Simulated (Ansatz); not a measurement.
The cell below belongs to a search over invented structures; it isn't taken from experiment.

Input and command of a plane-wave DFT calculation in Ansatz:

```yaml
crystal:
  lattice:
    - [2.43385433, -3.6616886, 0.0]
    - [2.43385433, 3.6616886, 0.0]
    - [0.0, 0.0, 8.25740102]
  atoms:
    - { symbol: Bi, position: [0.22179164, 0.77820836, 0.0] }
    - { symbol: Bi, position: [0.77820836, 0.22179164, 0.0] }
    - { symbol: Se, position: [0.0, 0.5, 0.5] }
    - { symbol: Se, position: [0.5, 0.0, 0.5] }
    - { symbol: Se, position: [0.5, 0.5, 0.5] }
basis:
  ecutwfc: 420
kpoints:
  mp_grid: { grid: [4, 4, 2] }
hamiltonian:
  xc: pbe
scf:
  occupations: { method: gaussian, width: 0.1 }
  lower_state_search: "off"
output:
  forces: true
  stress: true
  eigenvalues: true
relax:
  adjacent_minimum: "off"
  f_tol: 0.04
  max_steps: 70
  cell: { stress_tol: 0.4 }
```

```bash
ansatz run input.yaml --threads 1 --pin off --max-ram 2560MiB --backend cpu --events-out ev --progress --plain --runs-dir out
```

Processor: Intel(R) Xeon(R) Platinum 8488C (Sapphire Rapids), 1 thread, on a host shared with other jobs.

**Question.** Estimate time, memory and problem size.

**Answer.** About 110 s, peak memory 0.48 GiB. It solves 47 bands at 14 k points (after reduction by symmetry) with about 3055 plane waves (on the last cell), in 121 SCF iterations over 17 ionic steps.
